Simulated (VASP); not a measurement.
Set up this calculation in VASP 6.6.1, as the native input.

```yaml
Task: relaxation of cell and atoms
Functional: PBEsol
Potentials_or_basis: VASP PAW PBE potentials, release 64 (Ga_d, N)
Cutoff: 600 eV
k_mesh: 12 × 12 × 5
Occupations: gaussian, width 0.03 eV
Spin: no spin polarisation
Further_INCAR_settings: ALGO = Normal; EDIFF = 1e-07; IBRION = 2; EDIFFG = -0.005; NSW = 90; ISIF = 3
```

The structure of GaN lies in POSCAR:

```
GaN                                     
1.0
    3.1796023882      0.0000000000      0.0000000000
   -1.5898011941      2.7536164421      0.0000000000
   -0.0000000000     -0.0000000000      5.1837589817
  Ga              N             
     2     2
Direct
     0.3333333332999970    0.6666666667000030    0.9992962203268597
     0.6666666667000030    0.3333333332999970    0.4992962203268597
     0.3333333332999970    0.6666666667000030    0.3757037796731403
     0.6666666667000030    0.3333333332999970    0.8757037796731403
```

The input as run:

INCAR

```
PREC = Accurate
ENCUT = 600
EDIFF = 1E-7
ISMEAR = 0
SIGMA = 0.03
LREAL = False
LASPH = True
NELM = 80
ALGO = Normal
ISIF = 3
LWAVE = False
LCHARG = False
GGA = PS
IBRION = 2
NSW = 90
EDIFFG = -0.005
KPAR = 2
```

KPOINTS

```
Automatic mesh
0
Gamma
  12 12 5
```

Potentials or basis: VASP PAW PBE potentials, release 64 (Ga_d, N).

Command:

```console
$ cat potpaw_PBE.64/Ga_d/POTCAR potpaw_PBE.64/N/POTCAR > POTCAR
$ mpirun -np 2 vasp_std > vasp.out
```

Results of the run:

```yaml
Relaxed_volume: 11.35 Å³/atom
Relaxed_cell: a = 3.180 Å, b = 3.180 Å, c = 5.183 Å, α = 90.00°, β = 90.00°, γ = 120.00°
Space_group_after_relaxing_to_0.05_Å: P6_3mc (No. 186)
Energy_gained_by_relaxing: 0.0 meV/atom
Ionic_steps: 2
Pressure_after_relaxing: 0.0 GPa
Band_gap_on_the_k_mesh: 1.91 eV, direct
```

Caveat: the PAW data sets were made with another functional, which shifts forces and pressure a little.

Run time: 47 s on 2 MPI ranks on Intel(R) Xeon(R) Platinum 8488C (Sapphire Rapids) (shared host), peak memory 0.21 GiB a rank.
